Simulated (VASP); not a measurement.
## A VASP 6.6.1 single-point calculation on Be2C

INCAR

```
ALGO = Normal
NSW = 0
EDIFF = 1E-7
METAGGA = R2SCAN
ENCUT = 520
ISMEAR = -4
NBANDS = 11
IBRION = -1
LASPH = .TRUE.
LCHARG = .FALSE.
LREAL = .FALSE.
ISIF = 2
SIGMA = 0.05
LWAVE = .FALSE.
NELM = 94
PREC = Accurate
```

KPOINTS

```
KPOINTS created by Atomic Simulation Environment
0
Gamma
10 10 10
0 0 0
```

POSCAR

```
C  Be
 1.0000000000000000
     0.0000000000000000    2.1496832103000001    2.1608126524000002
     2.1496832103000001    0.0000000000000000    2.1608126524000002
     2.1496832103000001    2.1496832103000001    0.0000000000000000
 C   Be
   1   2
Cartesian
  0.0000000000000000  0.0000000000000000  0.0000000000000000
  1.0748416051500000  1.0748416051500000  1.0804063262000001
  3.2245248154500001  3.2245248154500001  3.2412189785999996
```

The recommended PBE PAW datasets give the neutral cell 8 valence electrons.

Command

```
mpirun -np 1 vasp_std
```

**Question.** Predict the outcome of this run.

**Answer.** It converged. Results: gap between bands v and c on the k mesh 1.49 eV; least direct gap on the k mesh 4.60 eV; pressure 3.1 GPa. Band v is the last that the valence electrons fill when counted band by band, and c is the next.

OSZICAR

```
N       E                     dE             d eps       ncg     rms          rms(c)
DAV:   1     0.151477577313E+00    0.15148E+00   -0.40464E+03  2260   0.684E+02
DAV:   2    -0.209881639497E+02   -0.21140E+02   -0.20385E+02  3036   0.125E+02
DAV:   3    -0.216478488308E+02   -0.65968E+00   -0.65666E+00  2946   0.168E+01
DAV:   4    -0.216512561286E+02   -0.34073E-02   -0.34067E-02  2620   0.140E+00
DAV:   5    -0.216512717703E+02   -0.15642E-04   -0.15641E-04  2862   0.843E-02    0.521E+00
DAV:   6    -0.193893312896E+02    0.22619E+01   -0.25998E+00  2511   0.821E+00    0.256E+00
DAV:   7    -0.194380552411E+02   -0.48724E-01   -0.28457E-01  2740   0.342E+00    0.145E+00
DAV:   8    -0.194674272030E+02   -0.29372E-01   -0.36128E-02  2300   0.158E+00    0.188E-01
DAV:   9    -0.194675072713E+02   -0.80068E-04   -0.31429E-04  2826   0.146E-01    0.653E-02
DAV:  10    -0.194676027484E+02   -0.95477E-04   -0.14014E-04  2334   0.113E-01    0.608E-03
DAV:  11    -0.194675991718E+02    0.35766E-05   -0.35227E-06  2787   0.137E-02    0.226E-03
DAV:  12    -0.194675966135E+02    0.25583E-05   -0.32849E-07  2565   0.544E-03    0.475E-04
DAV:  13    -0.194675965698E+02    0.43641E-07   -0.79979E-09  1375   0.627E-04
   1 F= -.19467597E+02 E0= -.19467597E+02  d E =0.000000E+00
```

For comparison, a separate r²SCAN run of the intended cell, on usual settings and not on those above, gives a gap of 1.49 eV on its mesh and a pressure of 3.1 GPa.
